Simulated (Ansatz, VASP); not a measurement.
One calculation of Ge, two programs

The input INCAR:

```
  PREC = Accurate
  ENCUT = 520
  EDIFF = 1E-7
  ISMEAR = -1
  SIGMA = 0.05
  LREAL = False
  LASPH = True
  NELM = 100
  ALGO = Normal
  ISIF = 2
  LWAVE = False
  LCHARG = False
  GGA = CA
  NBANDS = 36
```

KPOINTS

```
Automatic mesh
0
Gamma
  8 8 3
```

POSCAR

```
Ge
1.0
    4.0504045371      0.0000000000      0.0000000000
   -2.0252022685      3.5077532247      0.0000000000
    0.0000000000      0.0000000000     10.9933590000
Ge
4
Direct
    0.6666666667      0.3333333333      0.4148480000
    0.3333333333      0.6666666667      0.9148480000
    0.0000000000      0.0000000000      0.4774520000
    0.0000000000      0.0000000000      0.9774520000
```

Contents of input.yaml:

```yaml
crystal:
  lattice:
    - [4.0504045371, 0.0, 0.0]
    - [-2.0252022685, 3.5077532247, 0.0]
    - [0.0, 0.0, 10.993359]
  atoms:
    - { symbol: Ge, position: [0.6666666667, 0.3333333333, 0.414848] }
    - { symbol: Ge, position: [0.3333333333, 0.6666666667, 0.914848] }
    - { symbol: Ge, position: [0.0, 0.0, 0.477452] }
    - { symbol: Ge, position: [0.0, 0.0, 0.977452] }
kpoints:
  mp_grid: { grid: [8, 8, 3] }
  band_path:
    path:
      - [0.0, 0.0, 0.0]
      - [0.5, 0.0, 0.0]
      - [0.3333333333, 0.3333333333, 0.0]
      - [0.0, 0.0, 0.0]
      - [0.0, 0.0, 0.5]
      - [0.5, 0.0, 0.5]
      - [0.3333333333, 0.3333333333, 0.5]
      - [0.0, 0.0, 0.5]
    npoints: 12
scf:
  occupations: { method: fermi_dirac, width: 0.05 }
hamiltonian:
  xc: lda
  pseudopotentials: { kind: all_electron, lapw: { basis_error: 0.002 } }
output:
  forces: true
  stress: true
  eigenvalues: true
```

Alike in both runs: functional LDA; k mesh 8 × 8 × 3; occupations fermi-dirac, width 0.05 eV; no spin polarisation.

|  | VASP | Ansatz |
| --- | --- | --- |
| version | VASP 6.6.1 | Ansatz 0.2.0 |
| potentials or method | VASP PAW LDA potentials, release 64 (Ge_d) | all-electron LAPW, scalar-relativistic |
| plane-wave cutoff (eV) | 520 | see its input |
| task | single point | band structure |

|  | VASP | Ansatz | Ansatz less VASP |
| --- | --- | --- | --- |
| gap on the k mesh at the Fermi level (eV) | 0.57 | 0.56 | -0.017 |
| least direct gap on the mesh (eV) | 0.68 | 0.68 | 0.000 |
| pressure (GPa) | -2.5 | -2.5 | -0.01 |
| largest component of the traceless stress (GPa) | 1.46 | 1.50 | +0.038 |
| rms of the force components (eV/Å) | 0.155 | 0.158 | +0.0027 |

Atom by atom the forces differ by 0.003 eV/Å (rms over components). Ansatz ran all-electron here, so the differences hold the error of VASP's frozen core and of both bases.

Caveats: an odd mesh through Γ misses points on the zone boundary, where band edges often lie (VASP).
